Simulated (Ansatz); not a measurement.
## Response to strain in CoPt

Base system: CoPt (space group P4/mmm, No. 123; a = 2.677 Å, c = 3.729 Å; ferromagnetic; relaxed with 0.1 eV smearing). Axes: x, y, z lie along a, b, c of the conventional cell.

Strains are applied to the cell and any free atomic positions relax; under biaxial strain the out-of-plane vector relaxes too; under stress the whole cell relaxes.

All numbers come from Ansatz (a program for electronic structure) r2SCAN, spin-orbit coupling left out.

Notes on the quantities. pressure: mean of the normal stresses, compression positive; energy relative to the base: free energy F.

```csv
change,pressure,volume per atom,energy relative to the base,largest site moment
base,0.0 GPa,13.36 Å³,0 meV/atom,2.20 μB
"biaxial strain −1.38 %, plane normal [001], relaxed out of plane",3.9 GPa,13.17 Å³,–,2.18 μB
isotropic strain +0.26 %,-1.7 GPa,13.47 Å³,+0.6 meV/atom,2.21 μB
uniaxial strain ε_xx = −2.42 %,6.3 GPa,13.04 Å³,+12 meV/atom,2.17 μB
uniaxial strain ε_yy = −2.94 %,___,12.97 Å³,___,2.16 μB
uniaxial strain ε_yy = +4.75 %,-9.0 GPa,14.00 Å³,+36 meV/atom,2.25 μB
tensor shear ε_xz = +1.05 %,0.2 GPa,13.36 Å³,+2.2 meV/atom,2.20 μB
"uniaxial stress, 1 GPa compression along x",–,13.34 Å³,+0.1 meV/atom,2.20 μB
tensor shear ε_xy = +3.92 %,2.0 GPa,13.34 Å³,+4.8 meV/atom,2.22 μB
tensor shear ε_xy = −2.11 %,0.9 GPa,13.35 Å³,+1.2 meV/atom,2.21 μB
```

Task: Some entries are withheld; estimate them.

Result: 
- uniaxial strain ε_yy = −2.94 %, pressure: 7.9 GPa
- uniaxial strain ε_yy = −2.94 %, energy relative to the base: +18 meV/atom

The magnetic state is the one reached from the starting moments; the real material's order can differ, and small cells can't hold many antiferromagnetic ones. Beyond what the load breaks, stability against distortions was not tested.
